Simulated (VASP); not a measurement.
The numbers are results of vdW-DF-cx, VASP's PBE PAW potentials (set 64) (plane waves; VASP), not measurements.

VASP ran on this input.

File KPOINTS:
```
Automatic mesh
0
Gamma
5 5 7
0 0 0
```

### INCAR
```
NSW = 60   ! most ionic steps
ISMEAR = 0   ! Gaussian
ENCUT = 520   ! plane-wave cut-off (eV)
PREC = Accurate
AGGAC = 0.0
LREAL = F   ! projection in real space or not
IBRION = 2   ! conjugate gradients
LASPH = T
ISIF = 3   ! ions, shape and volume
LUSE_VDW = T
SIGMA = 0.05   ! width (eV)
LCHARG = F
EDIFF = 1E-6   ! SCF stop (eV)
ALGO = Normal   ! blocked Davidson
GGA = CX
EDIFFG = -0.02   ! ionic stop
LWAVE = F
NELM = 100   ! most electronic steps
SYSTEM = MgF2
```

POSCAR:
```
MgF2
1
    4.6200000000     0.0000000000     0.0000000000
    0.0000000000     4.6200000000     0.0000000000
    0.0000000000     0.0000000000     3.0500000000
Mg F
2 4
Direct
  0.0000000000   0.0000000000   0.0000000000
  0.5000000000   0.5000000000   0.5000000000
  0.3030000000   0.3030000000   0.0000000000
  0.8030000000   0.1970000000   0.5000000000
  0.1970000000   0.8030000000   0.5000000000
  0.6970000000   0.6970000000   0.0000000000
```

POTCAR, in this order: Mg F (PBE.64 set). Program: vasp_std.

Output

### OSZICAR
```
       N       E                     dE             d eps       ncg     rms          rms(c)
DAV:   1     0.210129437801E+03    0.21013E+03   -0.18435E+04  1000   0.150E+03
DAV:   2    -0.148454425846E+02   -0.22497E+03   -0.21770E+03  1280   0.340E+02
DAV:   3    -0.235487819049E+02   -0.87033E+01   -0.86858E+01  1128   0.698E+01
DAV:   4    -0.236046518676E+02   -0.55870E-01   -0.55858E-01  1092   0.638E+00
DAV:   5    -0.236049832672E+02   -0.33140E-03   -0.33139E-03  1112   0.502E-01    0.954E+00
DAV:   6    -0.212404023401E+02    0.23646E+01   -0.99583E+00  1088   0.242E+01    0.299E+00
DAV:   7    -0.212740652823E+02   -0.33663E-01   -0.12084E-01  1028   0.252E+00    0.187E+00
DAV:   8    -0.213216948118E+02   -0.47630E-01   -0.61342E-02  1024   0.286E+00    0.198E-01
DAV:   9    -0.213231074865E+02   -0.14127E-02   -0.56718E-03  1132   0.574E-01    0.793E-02
DAV:  10    -0.213233964435E+02   -0.28896E-03   -0.37342E-04  1032   0.168E-01    0.207E-02
DAV:  11    -0.213234013589E+02   -0.49153E-05   -0.99924E-05  1108   0.799E-02    0.152E-02
DAV:  12    -0.213234003536E+02    0.10052E-05   -0.36921E-05  1072   0.481E-02    0.370E-03
DAV:  13    -0.213234001657E+02    0.18790E-06   -0.14553E-06   660   0.102E-02
   1 F= -.21323400E+02 E0= -.21323400E+02  d E =-.213234E+02
       N       E                     dE             d eps       ncg     rms          rms(c)
DAV:   1    -0.214617628073E+02   -0.13836E+00   -0.23851E+00  1044   0.146E+01    0.292E+00
DAV:   2    -0.213332635318E+02    0.12850E+00   -0.56821E-01  1080   0.612E+00    0.358E-01
DAV:   3    -0.213316956840E+02    0.15678E-02   -0.41994E-03   996   0.562E-01    0.173E-01
DAV:   4    -0.213309924637E+02    0.70322E-03   -0.66329E-04  1120   0.277E-01    0.200E-02
DAV:   5    -0.213309937662E+02   -0.13025E-05   -0.29420E-05  1052   0.449E-02    0.726E-03
DAV:   6    -0.213309927455E+02    0.10207E-05   -0.97181E-07   708   0.104E-02    0.118E-03
DAV:   7    -0.213309927596E+02   -0.14078E-07   -0.43741E-07   580   0.529E-03
   2 F= -.21330993E+02 E0= -.21330993E+02  d E =-.759259E-02
```

### OUTCAR
```
------------------------ aborting loop because EDIFF is reached ----------------------------------------
  FORCE on cell =-STRESS in cart. coord.  units (eV):
  Direction    XX          YY          ZZ          XY          YZ          ZX
  --------------------------------------------------------------------------------------
  Total       -0.0203552     -0.0203552     -0.0714090      0.0000000      0.0000000      0.0000000
  in kB       -0.4912380     -0.4912380     -1.7233373      0.0000000      0.0000000      0.0000000
  external PRESSURE =      -0.9019378 kB  Pullay stress =       0.0000000 kB
  volume of cell :       66.39
      direct lattice vectors                 reciprocal lattice vectors
     4.648440928  0.000000000  0.000000000     0.215125892 -0.000000000  0.000000000
     0.000000000  4.648440928  0.000000000    -0.000000000  0.215125892  0.000000000
     0.000000000  0.000000000  3.072408087     0.000000000  0.000000000  0.325477597
 POSITION                                       TOTAL-FORCE (eV/Angst)
 -----------------------------------------------------------------------------------
      0.00000      4.64844      0.00000        -0.000000      0.000000      0.000000
      2.32422      2.32422      1.53620        -0.000000      0.000000      0.000000
      1.40758      1.40758      0.00000         0.013315      0.013315     -0.000000
      3.73180      0.91664      1.53620         0.013315     -0.013315      0.000000
      0.91664      3.73180      1.53620        -0.013315      0.013315      0.000000
      3.24086      3.24086      3.07241        -0.013315     -0.013315      0.000000
 -----------------------------------------------------------------------------------
    total drift:                                0.000000     -0.000000      0.000000
  FREE ENERGIE OF THE ION-ELECTRON SYSTEM (eV)
  ---------------------------------------------------
  free  energy   TOTEN  =       -21.3309927596 eV

  energy  without entropy=      -21.3309927596  energy(sigma->0) =      -21.33099276

 reached required accuracy - stopping structural energy minimisation
```
(Selected blocks of OUTCAR.)

### CONTCAR
```
MgF2
   1.00000000000000
     4.6484409280610590    0.0000000000000000    0.0000000000000000
     0.0000000000000000    4.6484409280610590    0.0000000000000000
     0.0000000000000000    0.0000000000000000    3.0724080867580619
  Mg              F
     2     4
Direct
     0.0000000000000000    1.0000000000000000    0.0000000000000000
     0.5000000000000000    0.5000000000000000    0.5000000000000000
     0.3028076595326649    0.3028076595326649    0.0000000000000000
     0.8028076595326650    0.1971923404673351    0.5000000000000000
     0.1971923404673351    0.8028076595326650    0.5000000000000000
     0.6971923404673350    0.6971923404673350    1.0000000000000000
```

The compound is MgF2 in the rutile structure. This run relaxes it. Symmetry was kept, so distortions that lower it aren't found. The start is the result of an earlier pass.
